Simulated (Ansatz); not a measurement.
TiAl:

```xyz
2
Lattice="3.1791 0.0000 0.0000 0.0000 3.1791 0.0000 0.0000 0.0000 3.1791" Properties=species:S:1:pos:R:3 pbc="T T T"
Ti    0.0000    0.0000    0.0000
Al    1.5895    1.5895    1.5895
```

The cell comes from a database or a generator and needn't be the stable form of this composition.

Base run:

```yaml
Program: Ansatz 0.2.0
Functional: PBEsol
Potentials_or_basis: all-electron LAPW, scalar-relativistic
Cutoff: 205 eV
Density_cutoff: 818 eV
Basis_error_allowed: 0.001 eV/atom
k_mesh: 8 × 8 × 8
Occupations: fermi-dirac, width 0.05 eV
Spin: no spin polarisation
```

Its results: band gap on the k mesh none (metal or under the smearing width); pressure -2.4 GPa.

Question: The run is repeated on the same cell with these changes: dispersion from none to D4; hubbard terms from none to Ti d U = 4.5 eV. What comes out?

Answer: Band gap on the k mesh none (metal or under the smearing width); pressure 0.9 GPa.

Several settings changed at once, so the effect can't be laid on one alone.

Caveats: U is the effective U less J, on atomic orbitals that reach past the spheres (some runs); U without spin polarisation on a metal has little footing (some runs); pairwise dispersion overbinds metals, which lowers pressure and volume (some runs); the U is typed as a test and isn't derived for this compound (some runs).

Not every run made on this cell is shown here.
